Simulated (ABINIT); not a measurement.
# SiC (F-43m): a self-consistent loop beyond G0W0, cycle by cycle

How far does self-consistency move the gap of SiC (F-43m)?

Method: LDA and many-body steps on it, plane waves, in ABINIT 10.8.3.

**What was measured.**

- Gap 2.39 eV: band gap at cryogenic temperature; bulk crystal (literature value) (quoted in “Silicon carbide diodes for neutron detection”, 2020, arxiv:2009.14696).

- Gap 2.4 eV: Tauc optical (indirect) gap of annealed polycrystalline 3C-SiC; UV-VIS spectroscopic ellipsometry, Tauc analysis; film (CVD ultrathin polycrystalline film, annealed, about 5 nm grains) (“On-Demand CMOS-Compatible Fabrication of Ultrathin Self-Aligned SiC Nanowire Arrays”, 2018, pmc:6267454).

## (1) The structure

The structure is cubic, space group F-43m (No. 216). The conventional cell has a = 4.358 Å, b = 4.358 Å, c = 4.358 Å, α = 90.00°, β = 90.00°, γ = 90.00°. Nearest to Si lie 4 C at 1.89 Å. Nearest to C lie 4 Si at 1.89 Å. Farther neighbours are not listed.

The cell and positions come from the Crystallography Open Database and are kept as given unless a step says otherwise.

## (2) Empty states on the mesh, 6×6×6 mesh, 111 bands

This step: ABINIT 10.8.3; DFT, LDA, plane waves, norm-conserving pseudopotentials.

The sums over transitions need many empty states on a uniform mesh; this step solves for them.

Contents of run.abi:

```
acell 3*1.0 Angstrom
rprim 
  -0.000000000000 2.179000000000 2.179000000000
  2.179000000000 -0.000000000000 2.179000000000
  2.179000000000 2.179000000000 -0.000000000000
ntypat 2
znucl 14 6
natom 2
typat 1 2
xred 
  0.000000000000 0.000000000000 0.000000000000
  0.250000000000 0.250000000000 0.250000000000
pp_dirpath "pseudos"
pseudos "Si.upf, C.upf"
ecut 37
ngkpt 6 6 6
nshiftk 1
shiftk 0 0 0
kptopt 1
chksymbreak 0
irdden 1
istwfk *1
nband 111
prtvol 0
optdriver 6
gwr_task "HDIAGO"
paral_kgb 0
occopt 1
indata_prefix "in"
outdata_prefix "out"
tmpdata_prefix "tmp"
```

Started as:

```sh
$ OMP_NUM_THREADS=1 mpirun -n 8 abinit run.abi > log
```

What it wrote:

```text
.Version 10.8.3 of ABINIT. v10.8.2 released Aug 2026.

 Symmetries : space group F-4 3 m (#216); Bravais cF (face-center cubic)
[... echo of the input left out ...]
== DATASET  1 ==================================================================
-   mpi_nproc: 8, omp_nthreads: 1 (-1 if OMP is not activated)

--- !DatasetInfo
iteration_state: {dtset: 1, }
dimensions: {natom: 2, nkpt: 16, mband: 111, nsppol: 1, nspinor: 1, nspden: 1, mpw: 1524, }
cutoff_energies: {ecut:  37.0, pawecutdg:  -1.0, }
[...]
Indirect band gap semiconductor
 Fundamental gap:     1.327 (eV)
   VBM:     7.107 (eV) at k: [ 0.0000E+00,  0.0000E+00,  0.0000E+00]
   CBM:     8.434 (eV) at k: [ 5.0000E-01,  5.0000E-01,  0.0000E+00]
 Direct gap:         4.526 (eV) at k: [ 5.0000E-01,  5.0000E-01,  0.0000E+00]

== END DATASET(S) ==============================================================
================================================================================

 -outvars: echo values of variables after computation  --------
           etotal      0.0000000000E+00
            nband         111
             nkpt          16
          spgroup         216
 [... the other variables as echoed above ...]

 Calculation completed.
```

The job ended after 7.2 s (8 MPI ranks of Arm Neoverse V2, shared host; peak memory 1.5 GiB).

Numbers from this step:

```
gap                                                           : 1.327 eV
k of the valence top                                          : 0, 0, 0
k of the conduction bottom                                    : 0.5, 0.5, 0
least direct gap                                              : 4.526 eV
k points computed                                             : 16
lowest point of the top converged band, above the valence top : 143.6177 eV
```

On this mesh the gap is 1.327 eV.

The density comes from a self-consistent run that is not shown.

## (3) Screening, 6×6×6 mesh, 103 bands, screening to 244.9 eV

The RPA dielectric matrix is built and inverted for each q.

This step: RPA screening on LDA, plane waves, norm-conserving pseudopotentials.

Changes to run.abi since step 2:

```diff
@@ -20,10 +20,11 @@
 chksymbreak 0
-irdden 1
 istwfk *1
-nband 111
-prtvol 0
-optdriver 6
-gwr_task "HDIAGO"
-paral_kgb 0
 occopt 1
+irdwfk 1
+optdriver 3
+nband 103
+ecuteps 9
+inclvkb 2
+awtr 1
+symchi 1
 indata_prefix "in"
```

What it wrote:

```text
.Version 10.8.3 of ABINIT. v10.8.2 released Aug 2026.

 Symmetries : space group F-4 3 m (#216); Bravais cF (face-center cubic)
[... echo of the input left out ...]
== DATASET  1 ==================================================================
-   mpi_nproc: 8, omp_nthreads: 1 (-1 if OMP is not activated)

--- !DatasetInfo
iteration_state: {dtset: 1, }
dimensions: {natom: 2, nkpt: 16, mband: 103, nsppol: 1, nspinor: 1, nspden: 1, mpw: 1524, }
cutoff_energies: {ecut:  37.0, pawecutdg:  -1.0, }
electrons: {nelect:   8.00000000E+00, charge:   0.00000000E+00, occopt:   1.00000000E+00, tsmear:   1.00000000E-02, }

 SCREENING: Calculation of the susceptibility and dielectric matrices

 Based on a program developped by R.W. Godby, V. Olevano, G. Onida, and L. Reining.
 Incorporated in ABINIT by V. Olevano, G.-M. Rignanese, and M. Torrent.
.Using double precision arithmetic ; gwpc =  8

[... cell and pseudopotentials left out ...]
--------------------------------------------------------------------------------

 ==== K-mesh for the wavefunctions ====
 Number of points in the irreducible wedge :    16
[... list of points left out ...]
 Together with 24 symmetry operations and time-reversal symmetry
 yields   216 points in the full Brillouin Zone.

 ==== Q-mesh for the screening function ====
 Number of points in the irreducible wedge :    16
[... list of points left out ...]
 Together with 24 symmetry operations and time-reversal symmetry
 yields   216 points in the full Brillouin Zone.

 setmesh: FFT mesh size selected  =    24x   24x   24
          total number of points  =        13824

 vcoul_init : cutoff-mode = AUXILIARY_FUNCTION
 q-points for optical limit:   1
     1)      0.000010    0.000020    0.000030

- screening: taking advantage of time-reversal symmetry
- Maximum band index for partially occupied states nbvw = 4
- Remaining bands to be divided among processors   nbcw = 99
- Number of bands treated by each node ~12

 Number of electrons calculated from density =    8.0000; Expected =    8.0000
 average of density, n =  0.057292
 r_s =    1.6092
 omega_plasma =   23.0888 [eV]

 calculating chi0 at frequencies [eV] :
  1    0.000000E+00    0.000000E+00
  2    0.000000E+00    2.308880E+01

--------------------------------------------------------------------------------
  q-point number  1        q = ( 0.000000, 0.000000, 0.000000) [r.l.u.]
--------------------------------------------------------------------------------
[... chi0 elements left out ...]
 For q-point:  0.000010 0.000020 0.000030
  dielectric constant =   7.1947
  dielectric constant without local fields =   7.8569

  Average fulfillment of the sum rule on Im[epsilon] for q-point    1 :     91.66  [%]
[... wings left out ...]
  q-point number  2        q = ( 0.166667, 0.000000, 0.000000) [r.l.u.]
--------------------------------------------------------------------------------
[... chi0 elements left out ...]
  Average fulfillment of the sum rule on Im[epsilon] for q-point    2 :     96.03  [%]

 [... 14 further q-points ...]
```

It took 19 s on 8 MPI ranks; peak memory 1.1 GiB; 2.5 min of CPU time.

This step gave:

| Property | Result |
| --- | --- |
| ε∞ with local fields, on this mesh, along the program's q direction | 7.195 |
| the same without local fields | 7.857 |
| plasma frequency | 23.09 eV |
| plane waves in the screening matrix | 169 |

Local fields lower ε∞ by 8 %.

## (4) G0W0

The self-energy is evaluated for the states that the input lists, and the levels follow from it, in one-shot runs by the linearised quasiparticle equation.

This step: G0W0 on LDA, plane waves, norm-conserving pseudopotentials.

Changes to run.abi since step 3:

```diff
@@ -23,8 +23,19 @@
 irdwfk 1
-optdriver 3
+optdriver 4
 nband 103
+gwcalctyp 0
+ecutsigx 37
+symsigma 1
+nkptgw 3
+kptgw 
+  0.0000000000 0.0000000000 0.0000000000
+  0.5000000000 0.5000000000 0.0000000000
+  0.5000000000 0.0000000000 0.0000000000
+bdgw 
+  2 8
+  3 6
+  3 7
 ecuteps 9
-inclvkb 2
-awtr 1
-symchi 1
+irdscr 1
+ppmodel 1
 indata_prefix "in"
```

What it wrote:

```text
.Version 10.8.3 of ABINIT. v10.8.2 released Aug 2026.

 Symmetries : space group F-4 3 m (#216); Bravais cF (face-center cubic)
[... echo of the input left out ...]
== DATASET  1 ==================================================================
-   mpi_nproc: 8, omp_nthreads: 1 (-1 if OMP is not activated)

--- !DatasetInfo
iteration_state: {dtset: 1, }
dimensions: {natom: 2, nkpt: 16, mband: 103, nsppol: 1, nspinor: 1, nspden: 1, mpw: 1524, }
cutoff_energies: {ecut:  37.0, pawecutdg:  -1.0, }
electrons: {nelect:   8.00000000E+00, charge:   0.00000000E+00, occopt:   1.00000000E+00, tsmear:   1.00000000E-02, }

 SIGMA: Calculation of the GW corrections

 Based on a program developped by R.W. Godby, V. Olevano, G. Onida, and L. Reining.
 Incorporated in ABINIT by V. Olevano, G.-M. Rignanese, and M. Torrent.
.Using double precision arithmetic ; gwpc =  8

[... cell and pseudopotentials left out ...]
--------------------------------------------------------------------------------

 ==== K-mesh for the wavefunctions ====
 Number of points in the irreducible wedge :    16
[... list of points left out ...]
 Together with 24 symmetry operations and time-reversal symmetry
 yields   216 points in the full Brillouin Zone.

 ==== Q-mesh for screening function ====
 Number of points in the irreducible wedge :    16
[... list of points left out ...]
 Together with 24 symmetry operations and time-reversal symmetry
 yields   216 points in the full Brillouin Zone.

 vcoul_init : cutoff-mode = AUXILIARY_FUNCTION
 q-points for optical limit:   1
     1)      0.000010    0.000020    0.000030
 setmesh: FFT mesh size selected  =    32x   32x   32
          total number of points  =        32768

 Number of electrons calculated from density =    8.0000; Expected =    8.0000
 average of density, n =  0.057292
 r_s =    1.6092
 omega_plasma =   23.0888 [eV]

 === KS Band Gaps ===
  >>>> For spin  1
   Minimum direct gap =   4.5260 [eV], located at k-point      :   0.5000  0.5000  0.0000
   Fundamental gap    =   1.3272 [eV], Top of valence bands at :   0.0000  0.0000  0.0000
                                       Bottom of conduction at :   0.5000  0.5000  0.0000
 SIGMA fundamental parameters:
 PLASMON POLE MODEL  1
 number of plane-waves for SigmaX                 1459
 number of plane-waves for SigmaC and W            169
 number of plane-waves for wavefunctions          1459
 number of bands                                   103
 number of independent spin polarizations            1
 number of spinorial components                      1
 number of k-points in IBZ                          16
 number of q-points in IBZ                          16
 number of symmetry operations                      24
 number of k-points in BZ                          216
 number of q-points in BZ                          216
 number of frequencies for dSigma/dE                 9
 frequency step for dSigma/dE [eV]                0.25
 number of omega for Sigma on real axis              0
 max omega for Sigma on real axis  [eV]           0.00
 zcut for avoiding poles [eV]                     0.10

 EPSILON^-1 parameters (SCR file):
 dimension of the eps^-1 matrix on file            169
 dimension of the eps^-1 matrix used               169
 number of plane-waves for wavefunctions          1459
 number of bands                                   103
 number of q-points in IBZ                          16
 number of frequencies                               2
 number of real frequencies                          1
 number of imag frequencies                          1

 matrix elements of self-energy operator (all in [eV])

 Perturbative Calculation

--- !SelfEnergy_ee
iteration_state: {dtset: 1, }
kpoint     : [   0.000,    0.000,    0.000, ]
spin       : 1
KS_gap     :    6.285
QP_gap     :    7.245
Delta_QP_KS:    0.960
data: !SigmaeeData |
     Band     E0 <VxcDFT>   SigX SigC(E0)      Z dSigC/dE  Sig(E)    E-E0       E
        2   7.107 -14.825 -17.542   1.899   0.791  -0.264 -15.472  -0.647   6.460
        3   7.107 -14.825 -17.542   1.899   0.791  -0.264 -15.472  -0.647   6.460
        4   7.107 -14.825 -17.542   1.899   0.791  -0.264 -15.472  -0.647   6.460
        5  13.392 -13.266  -7.555  -5.314   0.788  -0.270 -12.953   0.313  13.705
        6  14.309 -11.391  -5.848  -5.136   0.804  -0.243 -11.064   0.327  14.637
        7  14.309 -11.391  -5.848  -5.136   0.804  -0.243 -11.064   0.327  14.637
[...]
--- !SelfEnergy_ee
iteration_state: {dtset: 1, }
kpoint     : [   0.500,    0.500,    0.000, ]
spin       : 1
KS_gap     :    4.526
QP_gap     :    5.686
Delta_QP_KS:    1.160
data: !SigmaeeData |
     Band     E0 <VxcDFT>   SigX SigC(E0)      Z dSigC/dE  Sig(E)    E-E0       E
[...]
--- !SelfEnergy_ee
iteration_state: {dtset: 1, }
kpoint     : [   0.500,    0.000,    0.000, ]
spin       : 1
KS_gap     :    6.446
QP_gap     :    7.544
Delta_QP_KS:    1.099
data: !SigmaeeData |
     Band     E0 <VxcDFT>   SigX SigC(E0)      Z dSigC/dE  Sig(E)    E-E0       E
[...]
5  12.493 -12.249  -6.953  -4.871   0.804  -0.244 -11.907   0.342  12.835
        6  14.259 -11.096  -5.446  -5.107   0.809  -0.237 -10.657   0.438  14.697
        7  14.259 -11.096  -5.446  -5.107   0.809  -0.237 -10.657   0.438  14.697

== END DATASET(S) ==============================================================
================================================================================

 -outvars: echo values of variables after computation  --------
           etotal      0.0000000000E+00
            nband         103
             nkpt          16
          spgroup         216
 [... the other variables as echoed above ...]

 Calculation completed.
```

The job ended after 8.1 s (8 MPI ranks; peak memory 1.3 GiB; 64 s of CPU time).

This step gave:

| Property | Result |
| --- | --- |
| G0W0 gap on the points computed | 2.232 eV |
| starting gap on the mesh | 1.327 eV |
| k of the valence top | 0, 0, 0 |
| k of the conduction bottom | 0.5, 0.5, 0 |
| Z at the valence top | 0.791 |
| Z at the conduction bottom | 0.819 |
| least direct G0W0 gap on the computed points | 5.687 eV |

The gap on the mesh goes from 1.33 eV to 2.23 eV, a correction of +0.90 eV.

## (5) evGW0, cycle 1

This step: evGW0 on LDA, plane waves, norm-conserving pseudopotentials.

Changes to run.abi since step 4:

```diff
@@ -25,14 +25,40 @@
 nband 103
-gwcalctyp 0
+gwcalctyp 10
 ecutsigx 37
 symsigma 1
-nkptgw 3
+nkptgw 16
 kptgw 
   0.0000000000 0.0000000000 0.0000000000
+  0.1666666667 0.0000000000 0.0000000000
+  0.3333333333 0.0000000000 0.0000000000
+  0.5000000000 0.0000000000 0.0000000000
+  0.1666666667 0.1666666667 0.0000000000
+  0.3333333333 0.1666666667 0.0000000000
+  0.5000000000 0.1666666667 0.0000000000
+  -0.3333333333 0.1666666667 0.0000000000
+  -0.1666666667 0.1666666667 0.0000000000
+  0.3333333333 0.3333333333 0.0000000000
+  0.5000000000 0.3333333333 0.0000000000
+  -0.3333333333 0.3333333333 0.0000000000
   0.5000000000 0.5000000000 0.0000000000
-  0.5000000000 0.0000000000 0.0000000000
+  0.5000000000 0.3333333333 0.1666666667
+  -0.3333333333 0.3333333333 0.1666666667
+  -0.3333333333 0.5000000000 0.1666666667
 bdgw 
-  2 8
-  3 6
-  3 7
+  1 8
+  1 8
+  1 8
+  1 8
+  1 8
+  1 8
+  1 8
+  1 8
+  1 8
+  1 8
+  1 8
+  1 8
+  1 8
+  1 8
+  1 8
+  1 8
 ecuteps 9
```

What it wrote:

```text
.Version 10.8.3 of ABINIT. v10.8.2 released Aug 2026.

 Symmetries : space group F-4 3 m (#216); Bravais cF (face-center cubic)
[... echo of the input left out ...]
== DATASET  1 ==================================================================
-   mpi_nproc: 8, omp_nthreads: 1 (-1 if OMP is not activated)

--- !DatasetInfo
iteration_state: {dtset: 1, }
dimensions: {natom: 2, nkpt: 16, mband: 103, nsppol: 1, nspinor: 1, nspden: 1, mpw: 1524, }
cutoff_energies: {ecut:  37.0, pawecutdg:  -1.0, }
electrons: {nelect:   8.00000000E+00, charge:   0.00000000E+00, occopt:   1.00000000E+00, tsmear:   1.00000000E-02, }

 SIGMA: Calculation of the GW corrections

 Based on a program developped by R.W. Godby, V. Olevano, G. Onida, and L. Reining.
 Incorporated in ABINIT by V. Olevano, G.-M. Rignanese, and M. Torrent.
.Using double precision arithmetic ; gwpc =  8

[... cell and pseudopotentials left out ...]
--------------------------------------------------------------------------------

 ==== K-mesh for the wavefunctions ====
 Number of points in the irreducible wedge :    16
[... list of points left out ...]
 Together with 24 symmetry operations and time-reversal symmetry
 yields   216 points in the full Brillouin Zone.

 ==== Q-mesh for screening function ====
 Number of points in the irreducible wedge :    16
[... list of points left out ...]
 Together with 24 symmetry operations and time-reversal symmetry
 yields   216 points in the full Brillouin Zone.

 vcoul_init : cutoff-mode = AUXILIARY_FUNCTION
 q-points for optical limit:   1
     1)      0.000010    0.000020    0.000030
 setmesh: FFT mesh size selected  =    32x   32x   32
          total number of points  =        32768

 Number of electrons calculated from density =    8.0000; Expected =    8.0000
[...]
QP_gap     :    9.521
Delta_QP_KS:    1.325
data: !SigmaeeData |
     Band     E_DFT   <VxcDFT>   E(N-1)  <Hhartree>   SigX  SigC[E(N-1)]    Z     dSigC/dE  Sig[E(N)]  DeltaE  E(N)_pert E(N)_diago
[...]
--- !SelfEnergy_ee
iteration_state: {dtset: 1, }
kpoint     : [  -0.333,    0.500,    0.167, ]
spin       : 1
KS_gap     :    8.353
QP_gap     :    9.646
Delta_QP_KS:    1.293
data: !SigmaeeData |
     Band     E_DFT   <VxcDFT>   E(N-1)  <Hhartree>   SigX  SigC[E(N-1)]    Z     dSigC/dE  Sig[E(N)]  DeltaE  E(N)_pert E(N)_diago
[...]
7    17.836   -12.001    17.836    29.837    -5.043    -6.378     0.773    -0.293   -11.553     0.449    18.285    18.416
        8    19.157   -13.029    19.157    32.185    -5.839    -6.337     0.773    -0.293   -12.369     0.660    19.816    20.009

 New Fermi energy :        2.763107E-01 Ha ,    7.518798E+00 eV
 New Exchange energy :    -2.724263E+00 Ha ,   -7.413097E+01 eV

 === QP Band Gaps ===
  >>>> For spin  1
   Minimum direct gap =   5.9962 [eV], located at k-point      :   0.5000  0.5000  0.0000
   Fundamental gap    =   2.4604 [eV], Top of valence bands at :   0.0000  0.0000  0.0000
                                       Bottom of conduction at :   0.5000  0.5000  0.0000

 writing QP data on file : out_QPS

 Convergence of QP corrections
 >>>>> For spin  1 <<<<<
.  kptgw no:  1; Maximum DeltaE = (  -0.725   0.005) for band index:  1
.  kptgw no:  2; Maximum DeltaE = (  -0.835   0.000) for band index:  2
.  kptgw no:  3; Maximum DeltaE = (  -0.999  -0.000) for band index:  2
[...]
.  kptgw no: 15; Maximum DeltaE = (  -1.020  -0.000) for band index:  2
.  kptgw no: 16; Maximum DeltaE = (  -1.042   0.002) for band index:  1

== END DATASET(S) ==============================================================
================================================================================

 -outvars: echo values of variables after computation  --------
           etotal      0.0000000000E+00
            nband         103
             nkpt          16
          spgroup         216
 [... the other variables as echoed above ...]

 Calculation completed.
```

Run time: 2.6 min. Hardware: 8 MPI ranks; peak memory 1.6 GiB.

This step gave:

| Quantity | Value |
| --- | --- |
| quasiparticle gap on the mesh | 2.460 eV |
| gap of the density functional on the mesh | 1.327 eV |
| k of the valence top | 0, 0, 0 |
| k of the conduction bottom | 0.5, 0.5, 0 |
| Z at the valence top | 0.791 |
| Z at the conduction bottom | 0.819 |
| least direct quasiparticle gap on the computed points | 5.996 eV |

Against G0W0 in ABINIT (6×6×6 mesh, 103 bands, screening to 244.9 eV, Godby-Needs plasmon pole), the gap moves by +0.228 eV. This first cycle still uses the starting levels; it takes the full correction, at all points of the mesh, and its linearised value is 2.232 eV.

(Part 1 of 3 ends here.)

[Paths, hosts, dates, memory and timing lines, banners, echoed tables and standing remarks are left out of the program output.]

[Logs are printed without paths, hosts, clocks, repeated set-up lines and the standing remarks that a program may print on its own settings, such as how far it seeks lower states.]

[Runs of the session that timed out or met a known fault of the program may be left out.]

[Hosts, paths, dates, database ids (printed as entryN), source tags and the programs' standing remarks are cut or masked in the printed files.]

[G0W0 gaps are taken among the corrected bands and points alone; a level outside them can change the order at an edge.]

[Where Ansatz stands beside ABINIT at settings called matched, ABINIT's density can come from a denser mesh and the files from another edition; pairs whose starting gaps differed by over 0.03 eV were left out, so agreement reads better than it is.]
